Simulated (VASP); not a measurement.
# AgCl in VASP: a series of runs, part 2 of 2

VASP 6.6.1. The steps go on from the part before.

## 4. Single point, PBE (atoms moved at random and the cell strained at random)

INCAR reads:

```
SYSTEM = AgCl
PREC     = Accurate       ! precision mode
ENCUT    = 520            ! plane-wave cutoff, eV
EDIFF    = 1E-6           ! SCF threshold, eV
ISMEAR   = 0              ! smearing method
SIGMA    = 0.02           ! smearing width, eV
LREAL    = .FALSE.        ! projectors in reciprocal space
LASPH    = .TRUE.         ! aspherical terms in the spheres
NELM     = 60             ! most SCF steps
ALGO     = Normal         ! electronic algorithm
ISIF     = 2              ! what is computed and relaxed
LWAVE    = .FALSE.        ! write WAVECAR
LCHARG   = .FALSE.        ! write CHGCAR
GGA      = PE             ! functional
NBANDS   = 16             ! bands
```

KPOINTS reads:

```
Automatic mesh
0
G
  8 8 8
  0 0 0
```

POSCAR reads:

```
AgCl
1.0
   -0.0199389485      2.7589792035      2.7503547070
    2.7681028670     -0.0189683460      2.7493841045
    2.7758954185      2.7658011525     -0.0267608975
Ag Cl
1 1
Direct
    0.4906604403      0.5037790960      0.5029497142
    0.0093395597     -0.0037790960     -0.0029497142
```

Potentials or basis: VASP PAW PBE potentials, release 64 (Ag, Cl).

Run with:

```sh
cat potpaw_PBE.64/Ag/POTCAR potpaw_PBE.64/Cl/POTCAR > POTCAR
mpirun -np 1 vasp_std > vasp.out
```

OUTCAR:

```text
SYSTEM = AgCl
   PREC = Accurate
   ENCUT = 520
   EDIFF = 1E-6
   ISMEAR = 0
   LREAL = .FALSE.
   LASPH = .TRUE.
   NELM = 60
   ISIF = 2
   GGA = PE

 ion  position               nearest neighbor table
   1  0.491  0.504  0.503-   2 2.73   2 2.74   2 2.74   2 2.79   2 2.81   2 2.82
   2  0.009  0.996  0.997-   1 2.73   1 2.74   1 2.74   1 2.79   1 2.81   1 2.82

  LATTYP: Found a triclinic cell.
 ALAT       =     6.7480706343
 B/A-ratio  =     0.5773121501
 C/A-ratio  =     0.5827106764
 COS(alpha) =     0.0031061496
 COS(beta)  =     0.2956754719
 COS(gamma) =     0.8626751836

  Lattice vectors:

 A1 = (  -2.7559564700,  -5.5247803560,  -2.7235938095)
 A2 = (   0.0199389485,  -2.7589792035,  -2.7503547070)
 A3 = (  -0.0077925515,  -2.7847694985,   2.7761450020)

Analysis of symmetry for initial positions (statically):
=====================================================================
 Subroutine PRICEL returns:
 Original cell was already a primitive cell.

 Routine SETGRP: Setting up the symmetry group for a
 triclinic supercell.

 Subroutine GETGRP returns: Found  1 space group operations
 (whereof  1 operations were pure point group operations)
 out of a pool of  2 trial point group operations.

The static configuration has the point symmetry C_1 .

Analysis of symmetry for dynamics (positions and initial velocities):
=====================================================================
 Subroutine PRICEL returns:
 Original cell was already a primitive cell.

 Routine SETGRP: Setting up the symmetry group for a
 triclinic supercell.

 Subroutine GETGRP returns: Found  1 space group operations
 (whereof  1 operations were pure point group operations)
 out of a pool of  2 trial point group operations.

The dynamic configuration has the point symmetry C_1 .

 Subroutine INISYM returns: Found  1 space group operations
 (whereof  1 operations are pure point group operations),
 and found     1 'primitive' translations

----------------------------------------------------------------------------------------

                                     Primitive cell

  volume of cell :      42.6141

  direct lattice vectors                    reciprocal lattice vectors
    -0.019938949  2.758979204  2.750354707    -0.178432464  0.180833958  0.180894891
     2.768102867 -0.018968346  2.749384104     0.180239961 -0.179146344  0.181014772
     2.775895419  2.765801152 -0.026760897     0.179228471  0.179942350 -0.179207276

  length of vectors
     3.895743167  3.901521016  3.918669103     0.311868604  0.312003532  0.310833303

  position of ions in fractional coordinates (direct lattice)
     0.490660440  0.503779096  0.502949714
     0.009339560  0.996220904  0.997050286

  ion indices of the primitive-cell ions
   primitive index   ion index
                 1           1
                 2           2

----------------------------------------------------------------------------------------

 KPOINTS: Automatic mesh

Automatic generation of k-mesh.
 Grid dimensions read from file:
 generate k-points for:    8    8    8

 Generating k-lattice:

  Cartesian coordinates                     Fractional coordinates (reciprocal lattice)
    -0.022304058  0.022604245  0.022611861     0.125000000 -0.000000000  0.000000000
     0.022529995 -0.022393293  0.022626847     0.000000000  0.125000000 -0.000000000
     0.022403559  0.022492794 -0.022400910     0.000000000  0.000000000  0.125000000

  Length of vectors
     0.038983576  0.039000441  0.038854163

  Shift w.r.t. Gamma in fractional coordinates (k-lattice)
     0.000000000  0.000000000  0.000000000

 Subroutine IBZKPT returns following result:
 ===========================================

 Found    260 irreducible k-points:

 Following reciprocal coordinates:
            Coordinates               Weight
  0.000000  0.000000  0.000000      1.000000
  0.125000  0.000000  0.000000      2.000000
  0.250000  0.000000  0.000000      2.000000
  0.375000  0.000000  0.000000      2.000000
  0.500000  0.000000  0.000000      1.000000
 -0.000000  0.125000 -0.000000      2.000000
[... 16 lines left out ...]
  0.125000  0.375000 -0.000000      2.000000
  0.250000  0.375000 -0.000000      2.000000
 [... further k-points ...]
   k-points           NKPTS =    260   k-points in BZ     NKDIM =    260   number of bands    NBANDS=     16
   number of dos      NEDOS =    301   number of ions     NIONS =      2
   total plane-waves  NPLWV =  27000
   dimension x,y,z NGX =    30 NGY =   30 NGZ =   30
   dimension x,y,z NGXF=    60 NGYF=   60 NGZF=   60
   ions per type =               1   1
   NGX,Y,Z   is equivalent  to a cutoff of  12.80, 12.78, 12.73 a.u.
   NGXF,Y,Z  is equivalent  to a cutoff of  25.60, 25.57, 25.45 a.u.
 SYSTEM =  AgCl
   PREC   = accura    normal or accurate (medium, high low for compatibility)
   ISTART =      0    job   : 0-new  1-cont  2-samecut
   ICHARG =      2    charge: 1-file 2-atom 10-const
   ISPIN  =      1    spin polarized calculation?
   LNONCOLLINEAR =      F non collinear calculations
   LSORBIT =      F    spin-orbit coupling
   LASPH  =      T    aspherical Exc in radial PAW
   ENCUT  =  520.0 eV  38.22 Ry    6.18 a.u.   7.24  7.25  7.29*2*pi/ulx,y,z
   NELM   =     60;   NELMIN=  2; NELMDL= -5     # of ELM steps
   EDIFF  = 0.1E-05   stopping-criterion for ELM
   LREAL  =      F    real-space projection
   EDIFFG = 0.1E-04   stopping-criterion for IOM
   NSW    =      0    number of steps for IOM
   IBRION =     -1    ionic relax: 0-MD 1-quasi-New 2-CG
   NFREE  =      0    steps in history (QN), initial steepest desc. (CG)
   ISIF   =      2    stress and relaxation
   ISYM   =      2    0-nonsym 1-usesym 2-fastsym
   POTIM  = 0.5000    time-step for ionic-motion
   TEBEG  =    0.0;   TEEND  =   0.0 temperature during run
   PSTRESS=    0.0 pullay stress
   NELECT =      18.0000    total number of electrons
   NUPDOWN=      -1.0000    fix difference up-down
   EMIN   =  10.00;   EMAX   =-10.00  energy-range for DOS
   EFERMI =   0.00;   METHOD = LEGACY
   ISMEAR =     0;   SIGMA  =   0.02  broadening in eV -4-tet -1-fermi 0-gaus
   EFERMI_NEDOS =   21; number of points for ismear=-14 and -15
   IALGO  =     38    algorithm
   IMIX   =      4    mixing-type and parameters
     AMIX     =   0.40;   BMIX     =  1.00
     AMIX_MAG =   1.60;   BMIX_MAG =  1.00
  volume/ion in A,a.u.               =      21.31       143.79
  Fermi-wavevector in a.u.,A,eV,Ry     =   1.228328  2.321204 20.528344  1.508791
  Thomas-Fermi vector in A             =   2.363258
   LORBIT       =      0    0 simple, 1 ext, 2 COOP (PROOUT), +10 PAW based schemes
   GGA     = PE    functional components
   LHFCALC =     F    Hartree Fock is set to
   AEXX    =    0.0000 exact exchange contribution
   IVDW    =     0    specifies the selected vdW correction
   LEPSILON=     F    determine dielectric tensor
   LRPA    =     F    only Hartree local field effects (RPA)
 non-spin polarized calculation
 Gauss-broadening in eV      SIGMA  =   0.02
  energy-cutoff  :      520.00
  volume of cell :       42.61
 maximum number of plane-waves:      1170
 NGX is ok and might be reduce to    30
   NGX = 15   NGY = 15   NGZ = 15

 number of electron      18.0000000 magnetization

 Free energy of the ion-electron system (eV)
  ---------------------------------------------------
  ext. energy  EPLUGINS =         0.00000000
  ---------------------------------------------------
  free energy    TOTEN  =        -5.39176857 eV

  energy without entropy =       -5.39176857  energy(sigma->0) =       -5.39176857

 E-fermi :   3.9744     XC(G=0):  -9.9695

 val. band max:        3.8552441006   @ k =   0.5000   0.0000   0.0000
 cond. band min:       4.7383304646   @ k =   0.0000   0.0000   0.0000
 fundamental gap:      0.8830863640
 Fermi energy:         3.9744095218

 k-point     1 :       0.0000    0.0000    0.0000
  band No.  band energies     occupation
      1     -11.3276      2.00000
      2       1.2640      2.00000
      3       1.2816      2.00000
      4       1.2931      2.00000
      5       1.3912      2.00000
      6       1.3994      2.00000
[... 8 lines left out ...]
     15      17.0546      0.00000
     16      17.1200      0.00000
[... 419 lines left out ...]
 k-point    24 :       0.2500    0.3750   -0.0000
  band No.  band energies     occupation
      1     -10.9665      2.00000
      2      -0.8128      2.00000
      3       0.3064      2.00000
      4       0.4288      2.00000
      5       1.3345      2.00000
      6       1.7159      2.00000
[... 8 lines left out ...]
     15      18.4525      0.00000
     16      19.5221      0.00000

 [... further k-points ...]
[... 5 lines left out ...]
  --------------------------------------------------------------------------------------
  -------------------------------------------------------------------------------------
  Total        0.3978283      0.4197914      0.4372310      0.0111372      0.0083487      0.0186695
  in kB       14.9572862     15.7830387     16.4387212      0.4187283      0.3138888      0.7019251
  external PRESSURE =      15.7263487 kB  Pullay stress =       0.0000000 kB

 VOLUME and BASIS-vectors are now :
 -----------------------------------------------------------------------------
  energy-cutoff  :      520.00
  volume of cell :       42.61
      direct lattice vectors                 reciprocal lattice vectors
    -0.019938949  2.758979204  2.750354707    -0.178432464  0.180833958  0.180894891
     2.768102867 -0.018968346  2.749384104     0.180239961 -0.179146344  0.181014772
     2.775895419  2.765801152 -0.026760897     0.179228471  0.179942350 -0.179207276

 POSITION                                       TOTAL-FORCE (eV/Angst)
 -----------------------------------------------------------------------------------
      2.78086      2.73522      2.72111        -0.040456      0.039738      0.037519
      5.52516      2.76451      2.73800         0.040456     -0.039738     -0.037519
 -----------------------------------------------------------------------------------
    total drift:                                0.000004      0.000122      0.000042

  FREE ENERGIE OF THE ION-ELECTRON SYSTEM (eV)
  ---------------------------------------------------
  free  energy   TOTEN  =        -5.3917685650 eV

  energy  without entropy=       -5.3917685650  energy(sigma->0) =       -5.39176857
```

Wall time 77 s (1 thread of Intel Xeon 6975P-C (Granite Rapids), shared host); peak memory 0.3 GiB.

What came out:

* Free energy: -5.3918 eV
* Pressure: 1.6 GPa
* Largest force: 0.068 eV/Å
* Band gap on the k mesh: 0.88 eV, indirect (least direct gap 3.07 eV)

Forces in eV/Å, atoms in the order of the input:
```
Ag  -0.040  0.040  0.038
Cl   0.040 -0.040 -0.038
```

Caveat: the cell differs from its parent crystal (atoms moved at random and the cell strained at random). A k mesh can miss the band edges.

## 5. Single point, PBE

This run uses another cell than the first one, of 22.09 Å³/atom, 0.934 times its volume.

INCAR reads:

```
PREC = Accurate
ENCUT = 520
EDIFF = 1E-7
ISMEAR = 0
SIGMA = 0.02
LREAL = F
LASPH = T
NELM = 80
ALGO = Normal
ISIF = 2
LWAVE = F
LCHARG = T
GGA = PE
LELF = T
LVHAR = T
NBANDS = 16
```

KPOINTS reads:

```
Automatic mesh
0
Gamma
  8 8 8
```

POSCAR reads:

```
AgCl
1.0
    0.0000000000      2.8060227245      2.8060227245
    2.8060227245      0.0000000000      2.8060227245
    2.8060227245      2.8060227245      0.0000000000
Ag Cl
1 1
Direct
    0.5000000000      0.5000000000      0.5000000000
    0.0000000000      0.0000000000      0.0000000000
```

Run with:

```sh
cat potpaw_PBE.64/Ag/POTCAR potpaw_PBE.64/Cl/POTCAR > POTCAR
mpirun -np 1 vasp_std > vasp.out
```

Run time: 21 s. Hardware: 1 thread of Intel Xeon 6975P-C, shared host; peak memory 0.17 GiB.

Results (log left out):

```
Free energy            : -5.4012 eV
Pressure               : -0.1 GPa
Band gap on the k mesh : 0.92 eV, indirect (least direct gap 3.08 eV)
```

Levels at points of the mesh, in eV from the valence-band top:
| k point | band 5 | band 6 | band 7 | band 8 | band 9 | band 10 | band 11 | band 12 | band 13 | band 14 |
| --- | --- | --- | --- | --- | --- | --- | --- | --- | --- | --- |
| (0.00, 0.00, 0.00) | -2.26 | -2.26 | -2.18 | -2.18 | -2.18 | 0.92 | 10.87 | 10.87 | 10.87 | 12.43 |
| (0.50, 0.00, 0.00) | -1.97 | -1.97 | -1.67 | 0.00 | 0.00 | 4.34 | 6.34 | 7.74 | 7.74 | 13.45 |
| (0.50, 0.50, 0.00) | -2.60 | -2.09 | -1.86 | -1.86 | -1.80 | 2.44 | 8.08 | 8.52 | 11.33 | 11.33 |

## 6. Summary

```tsv
cell	gap on the mesh (eV)	pressure (GPa)
a = 4.060 Å, angles 60.0°, 2 atoms	0.96	-2.5
a = 4.048 Å, angles 60.0°, 2 atoms	0.95	-2.2
a = 3.896, b = 3.902, c = 3.919 Å, angles 60.4, 60.6, 60.6°, 2 atoms	0.88	1.6
a = 3.968 Å, angles 60.0°, 2 atoms	0.92	-0.1
```

Alike in all rows: task single point; level PBE; potentials or basis VASP PAW PBE potentials, release 64 (Ag, Cl); no spin polarisation; k mesh 8 × 8 × 8; cutoff (eV) 520; smearing gaussian 0.02 eV.

Absolute energies hang on the potentials; compare differences alone.

## 7. Comparison with measurements

Step 5. Measured gap of AgCl: 3.249 eV (indirect; a printed reference work, data compilation). This calculation gives 0.92 eV (-2.33 eV). So large a miss can be the level of theory's own, or it may mean another phase, state or a wrong row. Spin-orbit coupling on Ag is left out. The value is that of PBE on a finite k mesh, which can miss the band edges, without temperature or zero-point motion. Semilocal functionals fall short of measured gaps as a rule.
